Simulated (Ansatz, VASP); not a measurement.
# Two plane-wave programs on MgGe2

```
Mg Ge
1.0
     0.00000    3.95130    3.95130
     3.95130    0.00000    3.95130
     3.95130    3.95130    0.00000
Mg Ge
2 4
Direct
  0.00000 0.00000 0.00000
  0.25000 0.25000 0.25000
  0.62500 0.62500 0.62500
  0.12500 0.62500 0.62500
  0.62500 0.62500 0.12500
  0.62500 0.12500 0.62500
```

Change from the starting cell: species swapped into the Be2Ag type (Fd-3m, No. 227).

Alike in both runs: functional PBE; k mesh 8 × 8 × 8; occupations gaussian, width 0.1 eV; no spin polarisation.

Ansatz relaxed the structure, and its values are those at the end. VASP's run is a single point on that final structure, the one shown.

|  | VASP | Ansatz |
| --- | --- | --- |
| version | VASP 6.6.1 | Ansatz 0.2.0 |
| potentials or method | VASP PAW PBE potentials, release 64 (Mg, Ge_d) | scalar-relativistic, plane waves, PAW |
| plane-wave cutoff (eV) | 520 | 420 |
| valence electrons in the cell | 60 | 76 |

```tsv
	VASP	Ansatz	Ansatz less VASP
gap on the k mesh at the Fermi level (eV)	none	none	-
pressure (GPa)	0.0	0.0	+0.04
```

A gap of «none» marks a metal or a gap that the smearing closes. The two sets of potentials don't hold the same shells in valence.
